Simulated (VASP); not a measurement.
Set up this calculation in VASP 6.6.1, as the native input.

```yaml
Task: relaxation of cell and atoms
Functional: PBE
Potentials_or_basis: VASP PAW PBE potentials, release 64 (Hf_pv)
Cutoff: 700 eV
k_mesh: 15 × 15 × 8
Occupations: gaussian, width 0.1 eV
Spin: no spin polarisation
Further_INCAR_settings: ALGO = Fast; EDIFF = 1e-07; IBRION = 2; EDIFFG = -0.002; NSW = 80; ISIF = 3
```

The structure of Hf lies in POSCAR:

```
Hf                                      
1.0
    3.2015265436      0.0000000000      0.0000000000
   -1.6007632718      2.7726033194      0.0000000000
    0.0000000000     -0.0000000000      5.0581050157
  Hf            
     2
Direct
     0.3333333300000021    0.6666666699999979    0.2500000000000000
     0.6666666699999979    0.3333333300000021    0.7500000000000000
```

The input as run:

INCAR

```
SYSTEM = Hf
  PREC = Accurate
  ENCUT = 700
  EDIFF = 1E-7
  ISMEAR = 0
  SIGMA = 0.1
  LREAL = .FALSE.
  LASPH = .TRUE.
  NELM = 60
  ALGO = Fast
  ISIF = 3
  LWAVE = .FALSE.
  LCHARG = .FALSE.
  GGA = PE
  IBRION = 2
  NSW = 80
  EDIFFG = -0.002
```

KPOINTS

```
Automatic mesh
0
G
  15 15 8
  0 0 0
```

Potentials or basis: VASP PAW PBE potentials, release 64 (Hf_pv).

Command:

```console
$ cat potpaw_PBE.64/Hf_pv/POTCAR > POTCAR
$ mpirun -np 1 vasp_std > vasp.out
```

It gave:

- Pressure after relaxing: 0.0 GPa
- Band gap on the k mesh: none (metal or under the smearing width)

Caveat: the relaxation stopped at its first step, so nothing moved.

Run time: 51 s on 1 thread of Intel(R) Xeon(R) 6975P-C (Granite Rapids) (shared host), peak memory 0.27 GiB.
